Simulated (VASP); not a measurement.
Set up this calculation in VASP 6.6.1, as the native input.

- Task: G0W0 quasiparticle levels
- Functional: PBE
- Potentials or basis: VASP PAW PBE potentials, release 64 (Cd_GW, S_GW)
- Cutoff: 520 eV
- k mesh: 5 × 5 × 5
- Occupations: gaussian, width 0.01 eV
- Spin: no spin polarisation
- GW scheme: G0W0
- GW iterations: 1
- Cutoff of the response function: 260
- Empty bands: 250
- Frequency points: 72
- Further INCAR settings: ALGO = EVGW0; EDIFF = 1e-08; NBANDS = 259

The system is CdS.

```
Cd S
1.0
     0.00000    2.75324    2.75324
     2.75324    0.00000    2.75324
     2.75324    2.75324    0.00000
Cd S
1 1
Direct
  0.00000 0.00000 0.00000
  0.50000 0.50000 0.50000
```

Measurements of this composition are mostly on another form, of space group No. 186.

These files were run (other wordings do the same):

POSCAR

```
CdS
1.0
    0.0000000000      2.7532440000      2.7532440000
    2.7532440000      0.0000000000      2.7532440000
    2.7532440000      2.7532440000      0.0000000000
Cd S
1 1
Direct
    0.0000000000      0.0000000000      0.0000000000
    0.5000000000      0.5000000000      0.5000000000
```

INCAR.step1

```
SYSTEM = CdS
PREC = Accurate
ENCUT = 520
EDIFF = 1E-8
ISMEAR = 0
SIGMA = 0.01
LREAL = .False.
LASPH = .True.
NELM = 60
ALGO = Normal
LWAVE = .True.
LCHARG = .False.
GGA = PE
```

INCAR.step2

```
SYSTEM = CdS
PREC = Accurate
ENCUT = 520
EDIFF = 1E-8
ISMEAR = 0
SIGMA = 0.01
LREAL = .False.
LASPH = .True.
NELM = 1
ALGO = Exact
LWAVE = .True.
LCHARG = .False.
GGA = PE
NBANDS = 259
LOPTICS = .True.
ISTART = 1
```

INCAR.step3

```
SYSTEM = CdS
PREC = Accurate
ENCUT = 520
EDIFF = 1E-8
ISMEAR = 0
SIGMA = 0.01
LREAL = .False.
LASPH = .True.
ALGO = EVGW0
LWAVE = .False.
LCHARG = .False.
GGA = PE
NELMGW = 1
NBANDS = 259
ENCUTGW = 260
NOMEGA = 72
PRECFOCK = Fast
ISTART = 1
NBANDSGW = 17
```

KPOINTS

```
Automatic mesh
0
Gamma
  5 5 5
  0 0 0
```

Potentials or basis: VASP PAW PBE potentials, release 64 (Cd_GW, S_GW).

Run with:

```sh
$ cat potpaw_PBE.64/Cd_GW/POTCAR potpaw_PBE.64/S_GW/POTCAR > POTCAR
$ cp INCAR.step1 INCAR
$ mpirun -np 1 vasp_std > vasp.out
$ cp INCAR.step2 INCAR
$ mpirun -np 1 vasp_std > vasp.out
$ cp INCAR.step3 INCAR
$ mpirun -np 1 vasp_std > vasp.out
```

It gave:

The band gap on the k mesh, mean-field level is 0.75 eV, indirect (least direct gap 1.54 eV) and the quasiparticle gap is 1.43 eV. The least direct quasiparticle gap is 2.16 eV.

Caveat: bands, screening cutoff and mesh are small and nothing is extrapolated, so the quasiparticle values aren't converged; an odd mesh through Γ misses points on the zone boundary, where band edges often lie.

Wall time 20 min on 1 thread of Intel(R) Xeon(R) Platinum 8488C (Sapphire Rapids) (shared host), peak memory 1.2 GiB.
